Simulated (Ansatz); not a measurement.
Space group P3_121 (No. 152). a = 4.526 Å, b = 4.526 Å, c = 5.044 Å, α = 90.00°, β = 90.00°, γ = 120.00°
```
atom site symmetry x y z
  Se    3a       .2.  0.2186  0.0000  0.3333
```

Equation of state of this Se structure (not necessarily the ground state), with shape and atoms relaxed at each volume where symmetry leaves them free. These are results of Ansatz, DFT PBE, scalar-relativistic, plane waves, PAW, not measurements.

Plane waves to 420 eV, a k mesh through Γ of 6×6×6 on the computed 3-atom cell and Gaussian smearing (0.02 eV); no spin polarisation.

```tsv
V (Å³/atom)	E − E(largest V) (meV/atom)	P (GPa)	gap on mesh (eV)
28.032	0.93	0.44	0.90
28.927	-0.63	0.21	0.98
29.821	-1.13	0.01	1.03
30.716	-0.83	-0.12	1.09
31.611	0.00	-0.20	1.16
```

Problem. Fit a third-order Birch–Murnaghan equation to E(V).

Solution. V0 = 29.88 Å³/atom, B0 = 5 GPa, B0' = 10.6. B0' is unusual or poorly fixed by this range.

The cell holds chains, and where no dispersion correction was added their binding is poorly described.